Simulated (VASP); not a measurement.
# Ge (Cmcm) in VASP: a series of runs

The runs below take Ge through single point, with PBE.

Program: VASP 6.6.1. These are calculated values, not measurements. Logs are shortened: lines on timing, memory, paths and dates and some standing lists are left out, and cuts for length are marked.

**1. Starting point**

Symmetry: Cmcm, No. 63, orthorhombic system. The conventional cell has a = 2.976 Å, b = 5.189 Å, c = 4.728 Å, α = 90.00°, β = 90.00°, γ = 90.00°. Ge (site symmetry m2m) is surrounded by 12 Ge at 2.92 to 2.99 Å.

This isn't the form of Ge at room conditions, which is diamond.

**2. Single point, PBE**

The input, INCAR:

```
SYSTEM = Ge
PREC = Accurate
ENCUT = 550
EDIFF = 1E-4
ISMEAR = 0
SIGMA = 0.05
LREAL = .False.
LASPH = .True.
NELM = 100
ALGO = Normal
ISIF = 2
LWAVE = .False.
LCHARG = .False.
GGA = PE
ADDGRID = .False.
```

The input, KPOINTS:

```
regular mesh
0
Gamma
  9 9 5
  0 0 0
```

The input, POSCAR:

```
Ge
1.0
    1.4880529250     -2.5946896100      0.0000000000
    1.4880529250      2.5946896100      0.0000000000
    0.0000000000      0.0000000000      4.7275957900
Ge
2
Direct
    0.3592940000      0.6730280000      0.2256240000
    0.6679590000      0.3129580000      0.7530700000
```

Potentials or basis: VASP PAW PBE potentials, release 64 (Ge_d).

On the command line:

```
$ cat potpaw_PBE.64/Ge_d/POTCAR > POTCAR
$ mpirun -np 1 vasp_std > vasp.out
```

OUTCAR:

```text
SYSTEM = Ge
   PREC = Accurate
   ENCUT = 550
   EDIFF = 1E-4
   ISMEAR = 0
   LREAL = .False.
   LASPH = .True.
   NELM = 100
   ISIF = 2
   GGA = PE

 Found    203 irreducible k-points:

 Following reciprocal coordinates:
            Coordinates               Weight
  0.000000  0.000000  0.000000      1.000000
  0.111111  0.000000  0.000000      2.000000
  0.000000  0.111111  0.000000      2.000000
  0.222222  0.000000  0.000000      2.000000
  0.000000  0.222222  0.000000      2.000000
  0.333333  0.000000  0.000000      2.000000
   k-points           NKPTS =    203   k-points in BZ     NKDIM =    203   number of bands    NBANDS=     18
   number of dos      NEDOS =    301   number of ions     NIONS =      2
   total plane-waves  NPLWV =  20736
   dimension x,y,z NGX =    24 NGY =   24 NGZ =   36
   dimension x,y,z NGXF=    48 NGYF=   48 NGZF=   72
   ions per type =               2
   NGX,Y,Z   is equivalent  to a cutoff of  13.34, 13.34, 12.66 a.u.
   NGXF,Y,Z  is equivalent  to a cutoff of  26.68, 26.68, 25.32 a.u.
 SYSTEM =  Ge
   PREC   = accura    normal or accurate (medium, high low for compatibility)
   ISTART =      0    job   : 0-new  1-cont  2-samecut
   ICHARG =      2    charge: 1-file 2-atom 10-const
   ISPIN  =      1    spin polarized calculation?
   LNONCOLLINEAR =      F non collinear calculations
   LSORBIT =      F    spin-orbit coupling
   LASPH  =      T    aspherical Exc in radial PAW
   ENCUT  =  550.0 eV  40.42 Ry    6.36 a.u.   5.72  5.72  9.04*2*pi/ulx,y,z
   NELM   =    100;   NELMIN=  2; NELMDL= -5     # of ELM steps
   EDIFF  = 0.1E-03   stopping-criterion for ELM
   LREAL  =      F    real-space projection
   EDIFFG = 0.1E-02   stopping-criterion for IOM
   NSW    =      0    number of steps for IOM
   IBRION =     -1    ionic relax: 0-MD 1-quasi-New 2-CG
   NFREE  =      0    steps in history (QN), initial steepest desc. (CG)
   ISIF   =      2    stress and relaxation
   ISYM   =      2    0-nonsym 1-usesym 2-fastsym
   POTIM  = 0.5000    time-step for ionic-motion
   TEBEG  =    0.0;   TEEND  =   0.0 temperature during run
   PSTRESS=    0.0 pullay stress
   NELECT =      28.0000    total number of electrons
   NUPDOWN=      -1.0000    fix difference up-down
   EMIN   =  10.00;   EMAX   =-10.00  energy-range for DOS
   EFERMI =   0.00;   METHOD = LEGACY
   ISMEAR =     0;   SIGMA  =   0.05  broadening in eV -4-tet -1-fermi 0-gaus
   EFERMI_NEDOS =   21; number of points for ismear=-14 and -15
   IALGO  =     38    algorithm
   IMIX   =      4    mixing-type and parameters
     AMIX     =   0.40;   BMIX     =  1.00
     AMIX_MAG =   1.60;   BMIX_MAG =  1.00
  volume/ion in A,a.u.               =      18.25       123.18
  Fermi-wavevector in a.u.,A,eV,Ry     =   1.498544  2.831837 30.553703  2.245634
  Thomas-Fermi vector in A             =   2.610289
   LORBIT       =      0    0 simple, 1 ext, 2 COOP (PROOUT), +10 PAW based schemes
   GGA     = PE    functional components
   LHFCALC =     F    Hartree Fock is set to
   AEXX    =    0.0000 exact exchange contribution
   IVDW    =     0    specifies the selected vdW correction
   LEPSILON=     F    determine dielectric tensor
   LRPA    =     F    only Hartree local field effects (RPA)
 non-spin polarized calculation
 Gauss-broadening in eV      SIGMA  =   0.05
  energy-cutoff  :      550.00
  volume of cell :       36.51
 maximum number of plane-waves:      1087
   NGX = 11   NGY = 11   NGZ = 19

 number of electron      28.0000007 magnetization

 Free energy of the ion-electron system (eV)
  ---------------------------------------------------
  ext. energy  EPLUGINS =         0.00000000
  ---------------------------------------------------
  free energy    TOTEN  =        -8.30774515 eV

  energy without entropy =       -8.30624190  energy(sigma->0) =       -8.30699353

 E-fermi :   7.1672     XC(G=0): -11.4608

 val. band max:        7.1573072458   @ k =   0.2222   0.4444  -0.4000
 cond. band min:       7.1704195749   @ k =  -0.4444  -0.3333   0.4000
 fundamental gap:      0.0131123292
 Fermi energy:         7.1672119703

 k-point     1 :       0.0000    0.0000    0.0000
  band No.  band energies     occupation
      1     -17.6238      2.00000
      2     -17.6141      2.00000
      3     -17.6132      2.00000
      4     -17.6108      2.00000
      5     -17.6074      2.00000
      6     -17.6004      2.00000
[... 10 lines left out ...]
     17      16.0080      0.00000
     18      17.2520      0.00000

 k-point     2 :       0.1111    0.0000    0.0000
  band No.  band energies     occupation
      1     -17.6292      2.00000
      2     -17.6171      2.00000
      3     -17.6098      2.00000
      4     -17.6031      2.00000
      5     -17.5982      2.00000
      6     -17.5911      2.00000
[... 10 lines left out ...]
     17      16.2450      0.00000
     18      16.7404      0.00000

 k-point     3 :       0.0000    0.1111    0.0000
  band No.  band energies     occupation
      1     -17.6284      2.00000
      2     -17.6183      2.00000
      3     -17.6055      2.00000
      4     -17.6033      2.00000
      5     -17.6009      2.00000
      6     -17.5910      2.00000
[... 10 lines left out ...]
     17      16.0745      0.00000
     18      16.6595      0.00000

 k-point     4 :       0.2222    0.0000    0.0000
  band No.  band energies     occupation
      1     -17.6457      2.00000
      2     -17.6197      2.00000
      3     -17.6128      2.00000
      4     -17.5940      2.00000
      5     -17.5870      2.00000
      6     -17.5755      2.00000
[... 10 lines left out ...]
     17      14.6705      0.00000
     18      15.5111      0.00000

 k-point     5 :       0.0000    0.2222    0.0000
  band No.  band energies     occupation
      1     -17.6460      2.00000
      2     -17.6216      2.00000
      3     -17.6035      2.00000
      4     -17.5982      2.00000
      5     -17.5869      2.00000
      6     -17.5757      2.00000
[... 10 lines left out ...]
     17      14.4738      0.00000
     18      15.5203      0.00000

 k-point     6 :       0.3333    0.0000    0.0000
  band No.  band energies     occupation
      1     -17.6633      2.00000
      2     -17.6283      2.00000
      3     -17.6210      2.00000
      4     -17.6071      2.00000
      5     -17.5767      2.00000
      6     -17.5482      2.00000
[... 10 lines left out ...]
     17      11.8077      0.00000
     18      14.1223      0.00000

 [... further k-points ...]

------------------------ aborting loop because EDIFF is reached ----------------------------------------

  FORCE on cell =-STRESS in cart. coord.  units (eV):
  Direction    XX          YY          ZZ          XY          YZ          ZX
  --------------------------------------------------------------------------------------
  -------------------------------------------------------------------------------------
  Total        0.7784827      0.7940155      1.4453532      0.0599533      0.0229885      0.0455845
  in kB       34.1653149     34.8470044     63.4322968      2.6311753      1.0088976      2.0005714
  external PRESSURE =      44.1482053 kB  Pullay stress =       0.0000000 kB

 VOLUME and BASIS-vectors are now :
 -----------------------------------------------------------------------------
  energy-cutoff  :      550.00
  volume of cell :       36.51
      direct lattice vectors                 reciprocal lattice vectors
     1.488052925 -2.594689610  0.000000000     0.336009554 -0.192701277  0.000000000
     1.488052925  2.594689610  0.000000000     0.336009554  0.192701277  0.000000000
     0.000000000  0.000000000  4.727595790     0.000000000  0.000000000  0.211524006

 POSITION                                       TOTAL-FORCE (eV/Angst)
 -----------------------------------------------------------------------------------
      1.53615      0.81404      1.06666         0.001151     -0.007905      0.396935
      1.45966     -0.92112      3.56021        -0.001151      0.007905     -0.396935
 -----------------------------------------------------------------------------------
    total drift:                               -0.000124      0.000007      0.000367

  FREE ENERGIE OF THE ION-ELECTRON SYSTEM (eV)
  ---------------------------------------------------
  free  energy   TOTEN  =        -8.3077451480 eV

  energy  without entropy=       -8.3062419030  energy(sigma->0) =       -8.30699353
```

OSZICAR:

```text
N       E                     dE             d eps       ncg     rms          rms(c)
DAV:   1     0.154482813084E+03    0.15448E+03   -0.15655E+04  7626   0.465E+03
DAV:   2     0.957685110795E+01   -0.14491E+03   -0.14252E+03  7334   0.528E+02
DAV:   3    -0.784854702389E+01   -0.17425E+02   -0.17217E+02  8136   0.136E+02
DAV:   4    -0.833351303903E+01   -0.48497E+00   -0.48057E+00  8518   0.259E+01
DAV:   5    -0.834052253725E+01   -0.70095E-02   -0.70075E-02  7924   0.312E+00    0.171E+00
DAV:   6    -0.831797818611E+01    0.22544E-01   -0.22573E-02  9476   0.253E+00    0.950E-01
DAV:   7    -0.830809791997E+01    0.98803E-02   -0.16157E-02  9544   0.173E+00    0.901E-02
DAV:   8    -0.830773573653E+01    0.36218E-03   -0.15182E-03  9050   0.753E-01    0.291E-02
DAV:   9    -0.830774514796E+01   -0.94114E-05   -0.52345E-05  3880   0.753E-02
   1 F= -.83077451E+01 E0= -.83069935E+01  d E =-.150324E-02
```

Run time: 24 s. Hardware: 1 thread of Intel Xeon 6975P-C (Granite Rapids), shared host; peak memory 0.24 GiB.

These settings aren't checked as converged: the numbers below hold their error.

What came out:

| Item | Value |
| --- | --- |
| Free energy | -8.3077 eV |
| Pressure | 4.4 GPa |
| Largest force | 0.397 eV/Å |
| Band gap on the k mesh | none (metal or under the smearing width) |

**3. Single point, PBE**

Edit INCAR of step 2 so:

```diff
@@ -2,4 +2,4 @@
 PREC = Accurate
-ENCUT = 550
-EDIFF = 1E-4
+ENCUT = 450
+EDIFF = 1E-6
 ISMEAR = 0
```

The input, KPOINTS:

```
regular mesh
0
Gamma
  11 11 6
  0 0 0
```

The input, POSCAR:

```
Ge
1.0
    1.4880529250     -2.5946896100      0.0000000000
    1.4880529250      2.5946896100      0.0000000000
    0.0000000000      0.0000000000      4.7275957900
Ge
2
Direct
    0.3334466300      0.6665533700      0.2500000000
    0.6665533700      0.3334466300      0.7500000000
```

Potentials or basis: VASP PAW PBE potentials, release 64 (Ge_d).

On the command line:

```
$ cat potpaw_PBE.64/Ge_d/POTCAR > POTCAR
$ mpirun -np 1 vasp_std > vasp.out
```

Wall time 20 s (1 thread of Intel Xeon 6975P-C (Granite Rapids), shared host); peak memory 0.19 GiB.

These settings aren't checked as converged: the numbers below hold their error.

Results:

```
Free energy            : -8.3411 eV
Pressure               : 3.9 GPa
Largest force          : 0.008 eV/Å
Band gap on the k mesh : none (metal or under the smearing width)
```

**4. Single point, PBE**

INCAR is that of step 3.

KPOINTS is that of step 3.

The input, POSCAR:

```
Ge
1.0
    1.4880529250     -2.5946896100      0.0000000000
    1.4880529250      2.5946896100      0.0000000000
    0.0000000000      0.0000000000      4.7275957900
Ge
2
Direct
    0.3592940000      0.6730280000      0.2256240000
    0.6679590000      0.3129580000      0.7530700000
```

On the command line:

```
$ cat potpaw_PBE.64/Ge_d/POTCAR > POTCAR
$ mpirun -np 1 vasp_std > vasp.out
```

Run time: 50 s. Hardware: 1 thread of Intel Xeon 6975P-C (Granite Rapids), shared host; peak memory 0.27 GiB.

The run converged, but some of its settings lie outside the range that counts as converged, so its numbers aren't taken as properties of the crystal.

Results:

| Property | Result |
| --- | --- |
| Free energy | -8.3268 eV |
| Pressure | 4.2 GPa |
| Largest force | 0.323 eV/Å |
| Band gap on the k mesh | none (metal or under the smearing width) |

**5. The reference run**

An earlier run on the cell as given: functional PBEsol; potentials or basis VASP PAW PBE potentials, release 64 (Ge_d); cutoff 520 eV; k mesh 10 × 10 × 6; occupations fermi-dirac, width 0.05 eV; no spin polarisation.

- Pressure: 0.5 GPa
- Band gap on the k mesh: none (metal or under the smearing width)
